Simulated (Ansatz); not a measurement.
# Field gradients of Ge from run to run

Cell of run 1: a structure deposited in the COD, taken as it stands.

Space group P4_32_12 (No. 96); a = 5.9300, c = 6.9800 Å.

```csv
site,Wyckoff,site symmetry,x,y,z
Ge1,4a,..2,0.0912,0.0912,0.0000
Ge5,8b,1,0.1730,0.3784,0.2486
```

One atom of each set is listed.

Relaxed positions (PBE, cell held):

Ge1 (0.0900, 0.0900, 0.0000)
Ge5 (0.1724, 0.3692, 0.2595)

All runs are DFT with Ansatz 0.2.0 (plane waves and PAW, scalar-relativistic unless spin–orbit coupling is named, Γ-centred meshes, Fermi–Dirac smearing where given) in this cell.

Run 1: PBE, gradients read without the response of the cores, atoms as given; 420 eV, 6×6×5 k-points, smearing 0.05 eV.
Run 2: PBE, gradients read without the response of the cores, atoms relaxed; 420 eV, 6×6×5 k-points, smearing 0.05 eV.
Run 3: r2SCAN, gradients read without the response of the cores, at the relaxed atoms; 500 eV, 6×6×5 k-points, smearing 0.05 eV.

**Question.** What does each run give, and what moves the gradients most?

**Answer.** 

```csv
run,Ge1 V_zz (η),Ge5 V_zz (η)
1,5.32 (0.64),4.27 (0.88)
2,4.31 (0.77),5.65 (0.83)
3,4.33 (0.79),5.94 (0.81)
```

V_zz in 10²¹ V/m². Against run 1, the gradient tensors on these sites move by at most 1.56 in run 2 (Ge5), 1.87 in run 3 (Ge5). Taken one at a time, the positions of the atoms (as given or relaxed) move the tensors on these sites by up to 1.56 (largest principal value of the change, on Ge5), the functional (r2SCAN with its higher cutoff) by 0.31 (Ge5).

In run 2 the gap is small for the k-mesh or the smearing, and small gradients can still move by 0.1 × 10²¹ V/m² or more. Run 1: The values hang on the deposited positions: relaxing the atoms moves V_zz on Ge1 from 5.32 to 4.31, on Ge5 from 4.27 to 5.65.
